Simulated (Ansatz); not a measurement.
## A series in volume scale on CdS

Free energy against uniform scaling of the volume at fixed shape and fractions; periodic cell, basis, potentials, k mesh and filling as listed. The results are calculated, by Ansatz 0.2.0.

The cell before it is scaled or strained (space group F-43m, No. 216):
```
cell vectors (Å)
   0.0000     2.9165     2.9165
   2.9165     0.0000     2.9165
   2.9165     2.9165     0.0000
atoms (fractions of the cell vectors)
Cd  0.00000  0.00000  0.00000
S   0.25000  0.25000  0.25000
```

Settings of every row: functional PBEsol; dispersion none; potentials all-electron LAPW; k mesh 6x6x6; k shift 0x0x0; occupations fermi dirac; smearing width 0.02 eV; spin none; SCF threshold exponent -9.

| row | volume scale | V (Å³/atom) | energy above lowest point (meV/atom) |
| --- | --- | --- | --- |
| 1 | 0.94 | 23.319 | 16.7 |
| 2 | 0.96 | 23.815 | ? |
| 3 | 0.98 | 24.312 | 1.2 |
| 4 | 1 | 24.808 | 0 |
| 5 | 1.02 | 25.304 | 2.5 |
| 6 | 1.04 | 25.8 | 8.4 |
| 7 | 1.06 | 26.296 | 17.3 |

Question: what energy above lowest point should row 2 give?

Worked fit of energy above lowest point. Take u = (V_r/V)^(2/3) − 1 with V_r = 25.056 Å³ an atom, which is twice the finite (Eulerian) strain; such expansions in the strain, on which the Birch-Murnaghan equation of state is built, carry the rest volume and the bulk modulus. The shown rows have u = 0.04906, 0.0203, 0.00665, -0.00654, -0.01932, -0.03169. Least squares give energy above lowest point = 0.81 − 192.6 × u + 10418 × u² + 2268 × u³ meV/atom; a parabola predicts inner rows, each left out in turn, worse (root mean square 0.048 against 0.021 meV/atom). All shown rows lie on it to the printed digit. Its lowest point lies at u = 0.0092, or V = 24.71 Å³ an atom, and the curvature there gives the bulk modulus at fixed shape and fractions, B = (4/9)(1 + u)² E″(u)/V = 61.5 GPa. The withheld row has u = 0.03445, so the fit gives 0.81 − 192.6 × (0.03445) + 10418 × (0.03445)² + 2268 × (0.03445)³ = 6.6 meV/atom.

The calculation gave 6.6 meV/atom. The fit meets it to the printed digit.
